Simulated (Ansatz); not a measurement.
Crystal: PbF2 (Fluorocronite).

```
Pb F
1.0
     0.00000    2.96366    2.96366
     2.96366    0.00000    2.96366
     2.96366    2.96366    0.00000
Pb F
1 2
Direct
  0.00000 0.00000 0.00000
  0.75000 0.75000 0.75000
  0.25000 0.25000 0.25000
```

Program: Ansatz 0.2.0. Alike in all runs: task band structure; potentials or basis Ansatz PAW; cell as given; smearing fermi-dirac 0.05 eV.

Question: Order these runs on this cell by their band gap on the k mesh, lowest first.
A. level PBEsol; spin SOC, no magnetisation; k mesh 6 × 6 × 6; cutoff (eV) 420
B. level r2SCAN; spin off; k mesh 8 × 8 × 8; cutoff (eV) 500
C. level RPBE; spin off; k mesh 8 × 8 × 8; cutoff (eV) 420

Answer: A (3.96 eV), C (4.55 eV), B (4.93 eV).

Caveats: spin-orbit coupling is left out, which as a rule narrows the gap of such compounds by several tenths of an eV (some runs).

